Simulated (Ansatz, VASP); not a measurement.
# WS2 (Tungstenite): VASP beside Ansatz, part 2 of 2

Wanted: the spread between two codes on one cell, functional and k mesh. The cell is taken from a series of runs on this material, whose earlier steps may have relaxed, scaled, displaced or heated it; both programs get it as it stands. Other levels of theory on this material are compared in a session of their own.

VASP 6.6.1 and Ansatz 0.2.0.

So far. Step 3 (VASP: single point, PBE): The run ends at a pressure of 3.69 GPa, with forces up to 0.057 eV/Å. Step 5 (VASP: single point, r2SCAN): The run ends at a pressure of 1.65 GPa, with forces up to 0.21 eV/Å.

### Step 8. VASP: single point, PBE, spin-orbit coupling

Level of this step: PBE, spin-orbit coupling, no spin polarisation; plane waves and PAW (S, W) (VASP).

With cell and atoms fixed, the geometry can't cause a difference; cores, projectors, grids and the points listed under the comparison can.

Input file INCAR:

```
SYSTEM = WS2
PREC = Accurate
ENCUT = 520
EDIFF = 1E-06
NELM = 200
ISMEAR = 0
SIGMA = 0.01
LREAL = .FALSE.
ALGO = Normal
GGA = PE
LNONCOLLINEAR = .TRUE.
MAGMOM = 0 0 0 0 0 0 0 0 0 0 0 0 0 0 0 0 0 0
NBANDS = 48
GGA_COMPAT = .FALSE.
LASPH = .TRUE.
LSORBIT = .TRUE.
LMAXMIX = 4
LORBIT = 11
LWAVE = .FALSE.
LCHARG = .FALSE.
ISIF = 2
EFERMI = MIDGAP
KPAR = 2
```

Input file POSCAR:

```
WS2
1.0
    3.1532000000      0.0000000000      0.0000000000
   -1.5766000000      2.7307513032      0.0000000000
    0.0000000000      0.0000000000     12.3230000000
S W
4 2
Direct
    0.0000000001      0.0000000001      1.0000000000
    0.0000000001      0.0000000001      0.2550000000
    0.3333333335      0.6666666667      0.5000000000
    0.3333333335      0.6666666667      0.7550000000
    0.3333333335      0.6666666667      0.1275000000
    0.0000000001      0.0000000001      0.6275000000
```

Input file KPOINTS:

```
Automatic mesh
0
Gamma
10 10 4
0 0 0
```

Potentials, in the order of the species: S and W (PBE family, release 64).

Run with:

```bash
$ mpirun -np 2 vasp_ncl
```

Numbers of over 12 decimals in the logs are rounded to 6 here.

Output:

```text
[... set-up lines as in an earlier step ...]
 entering main loop
       N       E                     dE             d eps       ncg     rms          rms(c)
DAV:   1     0.188886033674E+03    0.18889E+03   -0.16039E+04  4032   0.133E+03
DAV:   2    -0.325059204722E+02   -0.22139E+03   -0.21136E+03  5216   0.290E+02
DAV:   3    -0.498814938045E+02   -0.17376E+02   -0.17143E+02  5112   0.776E+01
DAV:   4    -0.504079799994E+02   -0.52649E+00   -0.52325E+00  5744   0.143E+01
[...]
DAV:  13    -0.476506796861E+02   -0.22723E-04   -0.75533E-05  5048   0.569E-02    0.781E-02
DAV:  14    -0.476506846302E+02   -0.49441E-05   -0.93440E-06  5616   0.158E-02    0.511E-02
DAV:  15    -0.476506853796E+02   -0.74943E-06   -0.47742E-06  4648   0.111E-02
   1 F= -.47650685E+02 E0= -.47650685E+02  d E =0.000000E+00  mag=    -0.0000    -0.0000     0.0000
```

OUTCAR, selected parts (step 8):

```text
  Total        2.3847775      2.3847775      2.4543974      0.0000000     -0.0000000     -0.0000000
  in kB       36.0087733     36.0087733     37.0599939      0.0000000     -0.0000000     -0.0000000
  external PRESSURE =      36.3591802 kB  Pullay stress =       0.0000000 kB

 POSITION                                       TOTAL-FORCE (eV/Angst)
 -----------------------------------------------------------------------------------
      0.00000      0.00000      0.00000        -0.000000      0.000000     -0.056513
      0.00000      0.00000      3.14237         0.000000      0.000000      0.056513
      0.00000      1.82050      6.16150        -0.000000     -0.000000     -0.056513
      0.00000      1.82050      9.30387         0.000000     -0.000000      0.056513
      0.00000      1.82050      1.57118        -0.000000      0.000000      0.000000
      0.00000      0.00000      7.73268        -0.000000      0.000000      0.000000
 -----------------------------------------------------------------------------------
    total drift:                               -0.000000      0.000000     -0.000001

  FREE ENERGIE OF THE ION-ELECTRON SYSTEM (eV)
  ---------------------------------------------------
  free  energy   TOTEN  =       -47.6506853796 eV

  energy  without entropy=      -47.6506853796  energy(sigma->0) =      -47.65068538

 magnetization (x)
# of ion       s       p       d       tot
------------------------------------------
    1        0.000   0.000   0.000   0.000
    2       -0.000  -0.000   0.000  -0.000
    3       -0.000  -0.000   0.000  -0.000
    4        0.000   0.000   0.000   0.000
    5        0.000  -0.000   0.000  -0.000
    6        0.000   0.000   0.000   0.000
--------------------------------------------------
tot         -0.000  -0.000   0.000  -0.000

 magnetization (y)
# of ion       s       p       d       tot
------------------------------------------
    1        0.000   0.000   0.000   0.000
    2       -0.000   0.000   0.000  -0.000
    3        0.000   0.000   0.000   0.000
    4        0.000   0.000   0.000   0.000
    5       -0.000   0.000   0.000   0.000
    6       -0.000   0.000   0.000   0.000
--------------------------------------------------
tot         -0.000   0.000   0.000   0.000

 magnetization (z)
# of ion       s       p       d       tot
------------------------------------------
    1       -0.000  -0.000   0.000  -0.000
    2        0.000  -0.000   0.000  -0.000
    3        0.000  -0.000   0.000  -0.000
    4       -0.000  -0.000   0.000  -0.000
    5        0.000   0.000   0.000   0.000
    6       -0.000   0.000   0.000   0.000
--------------------------------------------------
tot         -0.000   0.000   0.000  -0.000

[... 1 part as in an earlier step ...]

[... 2 further parts left out ...]
[key lines of the parts left out:]
E-fermi :   6.9087
```

The run ends at a pressure of 3.64 GPa, with forces up to 0.057 eV/Å.

### Step 9. Ansatz: single point, PBE, spin-orbit coupling

The same cell, functional and mesh now go to Ansatz, which takes its cutoff from its data sets.

The cell is taken from a series of runs on this material, whose earlier steps may have relaxed, scaled, displaced or heated it; both programs get it as it stands.

Input file input.yaml:

```yaml
crystal:
  lattice:
    - [3.1532, 0.0, 0.0]
    - [-1.5766, 2.7307513032, 0.0]
    - [0.0, 0.0, 12.323]
  atoms:
    - { symbol: S, position: [0.0, 0.0, 0.0] }
    - { symbol: W, position: [0.3333333334, 0.6666666668, 0.1275] }
    - { symbol: S, position: [0.0, 0.0, 0.255] }
    - { symbol: S, position: [0.3333333334, 0.6666666668, 0.5000000003] }
    - { symbol: W, position: [0.0, 0.0, 0.6275000003] }
    - { symbol: S, position: [0.3333333334, 0.6666666668, 0.7550000003] }
hamiltonian:
  xc: pbe
  pseudopotentials: { kind: paw_fr }
kpoints:
  mp_grid: { grid: [10, 10, 4] }
scf:
  occupations: { method: fixed }
  convergence: { dr2_threshold: 1.0e-09 }
output:
  eigenvalues: true
magnetization:
  noncollinear: true
  spin_orbit: true
checkpoint:
  write: pbe_soc.b.run
  compress: false
  write_wavefunctions: false
```

Run with:

```bash
$ ansatz run input.yaml --threads 2 --pin off --max-ram 4096MiB --backend cpu --events-out ev --progress --plain --runs-dir out
```

Output:

```text
[...]
non-collinear run that drives no moment, with spin-orbit: no starting moment large enough to seed its density (crystal.atoms[].spin), no starting occupations that ask for one, no magnetisation constraint and no magnetic field, so the semilocal B_xc is pinned to zero
Crystal: 6 atoms, lattice volume = 106.108 Å³
Basis set: ecut = 420 eV, 2057 PW (Γ)
[...]
k-point 0: bands = [... 48 lower, 10.5910, 10.5910, 11.7943, 11.7943, 13.9805, 13.9805, 14.0025, 14.0025, ... 8 higher]
  k-point 1: bands = [... 48 lower, 11.0537, 11.0537, 11.7173, 11.7173, 13.9969, 13.9969, 14.0034, 14.0034, ... 8 higher]
  k-point 2: bands = [... 48 lower, 11.4755, 11.4755, 11.4755, 11.4755, 14.0075, 14.0075, 14.0075, 14.0075, ... 8 higher]
  k-point 41: bands = [... 48 lower, 10.7902, 10.7902, 11.1640, 11.1640, 13.1974, 13.1974, 13.2738, 13.2738, ... 8 higher]
[key lines of the parts left out:]
SCF converged after 10 iterations
Magnetization: |M| = 0.0000 μB,  M = (+0.0000, +0.0000, +0.0000) μB
Free energy (F): -24431.956791 eV
Fermi energy:    11.794307 eV
```

### Step 10. Differences

What differs besides the data sets and the points named for the pairs above, as far as they apply: spin-orbit coupling enters by fully relativistic files in Ansatz and inside the spheres in VASP; the data sets hold 52 valence electrons in Ansatz (on its fully relativistic PAW (standard-fr) files) and 36 in VASP. Total energies have different zeros and are not compared.

Compared:

```csv
quantity,Ansatz,VASP,difference
gap on the k mesh (eV),0.997,1.019,-0.023
```

A gap on the mesh is an upper bound, since the band edges may lie between its points.

### Step 11. What came out

| Property | Result |
| --- | --- |
| difference in gap on the k mesh (single point, PBE) | -0.024 eV |
| difference in gap on the k mesh (single point, r2SCAN) | -0.019 eV |
| difference in gap on the k mesh (single point, PBE, spin-orbit coupling) | -0.023 eV |

The difference in gap on the k mesh is -0.024 eV (single point, PBE), within the 0.08 eV picked in this series as the mark of a large difference. The data sets hold unlike numbers of valence electrons (52 in Ansatz and 36 in VASP), so part of the differences comes from the potentials. 7 further runs of this series are not shown here. Such differences can come from data sets, numerical settings and the points named under the comparisons, not from the functional's error against experiment.

[Lines on the potential files, build, host, timing and source positions are cut from VASP's logs without a mark.]

[Logs are printed without paths, hosts, clocks, repeated set-up lines and the standing remarks that a program may print on its own settings, such as how far it seeks lower states.]

[Hosts, paths, dates, database ids (printed as entryN), source tags and the programs' standing remarks are cut or masked in the printed files.]
